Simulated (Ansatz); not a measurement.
Al: a prediction, then the measurements

The calculation used Ansatz, DFT PBE, scalar-relativistic, plane waves, PAW.

Settings: cutoff 420 eV, Γ-centred mesh 26×26×26 on the computed 1-atom cell, Gaussian smearing of 0.10 eV; no spin polarisation.

Relaxed structure:

```xyz
1
Lattice="-1.4285 1.4287 2.0207 1.4285 -1.4287 2.0207 1.4285 1.4287 -2.0207" Properties=species:S:1:pos:R:3 pbc="T T T"
Al    0.0000    0.0000    2.0207
```

| Quantity | Value |
| --- | --- |
| Space group | Fm-3m (No. 225) |
| Volume per atom | 16.50 Å³ |
| Energy over the standard state (uncorrected) | 0.000 eV/atom |
| Kohn–Sham band gap | none (metal) |
| Density of states at the Fermi level | 0.4 states/eV per cell |
| Orbital (Löwdin) character within 0.5 eV of the Fermi level | Al 3p 64 %, Al 3s 31 %, unprojected 6 % |
| Bulk modulus | 78 GPa |
| Its pressure derivative | 4.5 |
| Bader charge by site (e) | Al (1 in the cell) 0.00 |

**Against measurements.**

Against the measured lattice constant a of Al, 4.05 Å (300 K; a printed reference work (data compilation)), the calculated 4.041 Å is off by -0.2 %. The calculation is for 0 K without zero-point motion. Against the measured bulk modulus of Al, 79 GPa (a printed reference work (monograph)), the calculated 78 GPa is off by -1.7 %. The calculation is for 0 K without zero-point motion.

The cell was reached from a generator's guess, though it ends in a space group that the Crystallography Open Database lists for this formula. Löwdin shares on free-atom orbitals overweight diffuse shells.
